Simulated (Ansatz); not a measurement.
Crystal: TiTe2.

```
Te Ti
1.0
     3.77700    0.00000    0.00000
    -1.88850    3.27098    0.00000
     0.00000    0.00000    6.49800
Te Ti
2 1
Direct
  0.33333 0.66667 0.73720
  0.66667 0.33333 0.26280
  0.00000 0.00000 0.00000
```

Base run:

| Item | Value |
| --- | --- |
| Program | Ansatz 0.2.0 |
| Functional | LDA |
| Potentials or basis | Ansatz PAW |
| Cutoff | 420 eV |
| Density cutoff | 1680 eV |
| k mesh | 8 × 8 × 4 |
| Occupations | fermi-dirac, width 0.05 eV |
| Spin | no spin polarisation |

Its results: band gap on the k mesh none (metal or under the smearing width); pressure -4.1 GPa; largest force 0.310 eV/Å.

Q: The run is repeated on the same cell with these changes: functional from LDA to BLYP. What comes out?

A: Band gap on the k mesh none (metal or under the smearing width); pressure 5.2 GPa; largest force 0.038 eV/Å.

BLYP binds less tightly than LDA, so the same cell stands under more pressure.

Caveats: the PAW data sets come from PBE, with cores solved anew for the run's functional, which leaves a small shift of forces and pressure; the potentials were made for another functional, which shifts forces and pressure (some runs); this functional lacks dispersion, which binds the layers, so the pressure and a relaxed spacing across them are unreliable (some runs).

Not every run made on this cell is shown here.
